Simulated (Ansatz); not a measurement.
# Li: the cost of one run

Program: Ansatz 0.2.0. Level of theory: DFT, scalar-relativistic, functionals as named in each step. These are calculated values, not measurements.

**1. The structure to begin with**

Symmetry: Im-3m, No. 229, cubic system. The conventional cell has a = 3.500 Å, b = 3.500 Å, c = 3.500 Å, α = 90.00°, β = 90.00°, γ = 90.00°. Li (site symmetry m-3m) has 8 Li at 3.03 Å in its first shell of neighbours.

Structure file:

```
CELL_PARAMETERS angstrom
-1.75000 1.75000 1.75000
1.75000 -1.75000 1.75000
1.75000 1.75000 -1.75000
ATOMIC_POSITIONS crystal
Li 0.00000 0.00000 0.00000
```

**2. LDA, LAPW**

Contents of input.yaml:

```yaml
crystal:
  lattice:
    - [-1.75, 1.75, 1.75]
    - [1.75, -1.75, 1.75]
    - [1.75, 1.75, -1.75]
  atoms:
    - { symbol: Li, position: [0.0, 0.0, 0.0] }
kpoints:
  mp_grid: { grid: [13, 13, 13] }
  band_path:
    path:
      - [0.0, 0.0, 0.0]
      - [0.5, -0.5, 0.5]
      - [0.0, 0.0, 0.5]
      - [0.0, 0.0, 0.0]
      - [0.25, 0.25, 0.25]
      - [0.5, -0.5, 0.5]
      - [0.25, 0.25, 0.25]
      - [0.0, 0.0, 0.5]
    npoints: 5
scf:
  occupations: { method: fermi_dirac, width: 0.05 }
hamiltonian:
  xc: lda
  pseudopotentials: { kind: all_electron, lapw: { basis_error: 0.00025 } }
output:
  forces: true
  stress: true
  eigenvalues: true
```

The run is started by

```
$ ansatz run input.yaml --threads 1 --pin off --max-ram 2048MiB --backend cpu --events-out ev --progress --plain --runs-dir out
```

**Question.** How long does this run take on 1 thread of Intel Xeon Platinum 8488C (Sapphire Rapids), shared host, and how much memory does it need?

About 2.5 s, with a peak of 0.23 GiB.
